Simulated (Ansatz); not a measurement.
# GdN: the cost of one run

Program: Ansatz 0.2.0. Level of theory: DFT r²SCAN, scalar-relativistic, plane waves, PAW (the target; the first runs use scalar-relativistic PBE). These are calculated values, not measurements.

### Step 1. The system as given

The structure is hexagonal, space group P-6m2 (No. 187). Conventional cell: a = 3.304 Å, b = 3.304 Å, c = 3.225 Å, α = 90.00°, β = 90.00°, γ = 120.00°. Gd (site symmetry -6m2) has 6 N at 2.50 Å in its first shell of neighbours. Around N (site symmetry -6m2) lie 6 Gd at 2.50 Å.

As a file:

```cif
data_structure
_symmetry_space_group_name_H-M 'P 1'
_symmetry_Int_Tables_number 1
_cell_length_a 3.3045
_cell_length_b 3.3045
_cell_length_c 3.2250
_cell_angle_alpha 90.000
_cell_angle_beta 90.000
_cell_angle_gamma 120.000
_cell_volume 30.50
loop_
_atom_site_label
_atom_site_type_symbol
_atom_site_fract_x
_atom_site_fract_y
_atom_site_fract_z
_atom_site_occupancy
Gd1 Gd 0.00000 0.00000 0.00000 1
N1 N 0.66667 0.33333 0.50000 1
```

The moments start at Gd 7.00 μB.

### Step 2. Full relaxation (PBE, 8×8×6 mesh)

input.yaml reads:

```yaml
crystal:
  lattice:
    - [3.3044723029, 0.0, 0.0]
    - [-1.6522361515, 2.8617569604, 0.0]
    - [0.0, 0.0, 3.2250012505]
  atoms:
    - { symbol: Gd, position: [0.0, 0.0, 0.0], spin: 7.0 }
    - { symbol: "N", position: [0.6666666667, 0.3333333333, 0.5] }
basis:
  ecutwfc: 420
  ecutrho_ratio: 4
kpoints:
  mp_grid: { grid: [8, 8, 6] }
hamiltonian:
  xc: pbe
scf:
  occupations: { method: gaussian, width: 0.05 }
output:
  forces: true
  stress: true
  eigenvalues: true
  populations: true
magnetization:
  spin_polarized: true
relax:
  f_tol: 0.03
  max_steps: 60
  cell: { stress_tol: 0.3 }
```

Command:

```sh
> ansatz run input.yaml --threads 2 --pin off --max-ram 2662MiB --backend cpu --events-out ev --progress --plain --runs-dir out
```

What time and memory should one allow on 2 threads of AMD EPYC 7R43 (Zen 3), shared host?

About 16 s, with a peak of 0.4 GiB.
